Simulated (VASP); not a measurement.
The system is Pb.

```
Pb
1.0
     4.59025    0.00000    0.00000
    -2.29512    3.97527    0.00000
     0.00000    0.00000    5.20779
Pb
3
Direct
  0.22540 0.00000 0.33333
  0.00000 0.22540 0.66667
  0.77460 0.77460 0.00000
```

The cell was built by a generator and needn't be a form met in nature.

- Program: VASP 6.6.1
- Task: relaxation of cell and atoms
- Functional: PBEsol
- Potentials or basis: VASP PAW PBE potentials, release 64 (Pb_d)
- Cutoff: 600 eV
- k mesh: 6 × 6 × 4
- Occupations: gaussian, width 0.1 eV
- Spin: no spin polarisation

At the start: pressure 19.0 GPa; volume 31.68 Å³/atom.

Problem. How do energy, volume and symmetry change on relaxing?

Solution. Over 15 steps the energy falls by 1154.6 meV/atom and the volume is 32.19 Å³/atom (+1.6 %); space group R-3m (No. 166, to 0.05 Å).

The path:
| step | energy change (eV) | largest force (eV/Å) | pressure (GPa) | volume (Å³) |
| --- | --- | --- | --- | --- |
| 1 | 0.0000 | 6.7239 | 19.01 | 95.03 |
| 2 | -1.6119 | 0.1520 | -6.16 | 156.22 |
| 3 | -2.6229 | 0.8113 | -3.07 | 123.13 |
| 4 | -2.6286 | 0.9088 | -2.71 | 121.94 |
| 5 | -2.6300 | 1.0015 | -2.36 | 120.75 |
| 6 | -2.8840 | 1.0018 | -1.90 | 113.12 |
| 7 | -3.2934 | 0.7768 | 3.53 | 92.17 |
| 8 | -3.4130 | 0.2787 | 2.04 | 93.02 |
| 9 | -3.4425 | 0.0639 | 1.52 | 93.58 |
| 10 | -3.4369 | 0.1865 | 1.12 | 94.69 |
| 11 | -3.4484 | 0.0482 | 1.28 | 94.07 |
| 12 | -3.4608 | 0.0060 | -0.05 | 96.72 |
| 13 | -3.4608 | 0.0065 | -0.11 | 96.78 |
| 14 | -3.4618 | 0.0051 | -0.04 | 96.73 |
| 15 | -3.4637 | 0.0037 | 0.00 | 96.56 |

Final structure:
```cif
data_structure
_symmetry_space_group_name_H-M 'P 1'
_symmetry_Int_Tables_number 1
_cell_length_a 4.6309
_cell_length_b 4.6309
_cell_length_c 5.1993
_cell_angle_alpha 90.000
_cell_angle_beta 90.000
_cell_angle_gamma 120.000
_cell_volume 96.56
loop_
_atom_site_label
_atom_site_type_symbol
_atom_site_fract_x
_atom_site_fract_y
_atom_site_fract_z
_atom_site_occupancy
Pb1 Pb 0.33318 0.00000 0.33333 1
Pb2 Pb 0.00000 0.33318 0.66667 1
Pb3 Pb 0.66682 0.66682 0.00000 1
```

Caveat: the PAW data sets were made with another functional, which shifts forces and pressure a little.
